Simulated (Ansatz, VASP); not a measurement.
Ge: VASP beside Ansatz

File INCAR:

```
PREC = Accurate
ENCUT = 520
EDIFF = 1E-7
ISMEAR = -1
SIGMA = 0.08
LREAL = F
LASPH = T
NELM = 60
ALGO = Normal
ISIF = 2
LWAVE = F
LCHARG = F
GGA = PE
NBANDS = 13
```

KPOINTS

```
Automatic mesh
0
Gamma
  15 15 15
```

POSCAR

```
Ge
1.0
    2.4733899018      0.0000000000      0.0000000000
    0.0000000000      2.4733899018      0.0000000000
    0.0000000000      0.0000000000      2.4733899018
Ge
1
Direct
    0.0000000000      0.0000000000      0.0000000000
```

Input for Ansatz:

```yaml
crystal:
  lattice:
    - [2.4733899018, 0.0, 0.0]
    - [0.0, 2.4733899018, 0.0]
    - [0.0, 0.0, 2.4733899018]
  atoms:
    - { symbol: Ge, position: [0.0, 0.0, 0.0] }
kpoints:
  mp_grid: { grid: [15, 15, 15] }
scf:
  occupations: { method: fermi_dirac, width: 0.08 }
hamiltonian:
  xc: pbe
  pseudopotentials: { kind: paw }
output:
  forces: true
  stress: true
  eigenvalues: true
  populations: true
```

Change from the starting cell: volume scaled by 0.76, PAW files.

Alike in both runs: task single point; functional PBE; k mesh 15 × 15 × 15; occupations fermi-dirac, width 0.08 eV; no spin polarisation.

|  | VASP | Ansatz |
| --- | --- | --- |
| version | VASP 6.6.1 | Ansatz 0.2.0 |
| potentials or method | VASP PAW PBE potentials, release 64 (Ge_d) | PAW with Ansatz's default frozen-core files, scalar-relativistic |
| plane-wave cutoff (eV) | 520 | 420 |
| valence electrons in the cell | 14 | 14 |

VASP gave:

- pressure (GPa): 35.1

Problem. Estimate Ansatz's values.

Solution. Pressure (GPa): 35.0.

Caveats: so large a pressure means that the cell lies far from this level's equilibrium, or that cutoff or potentials fall short (VASP).
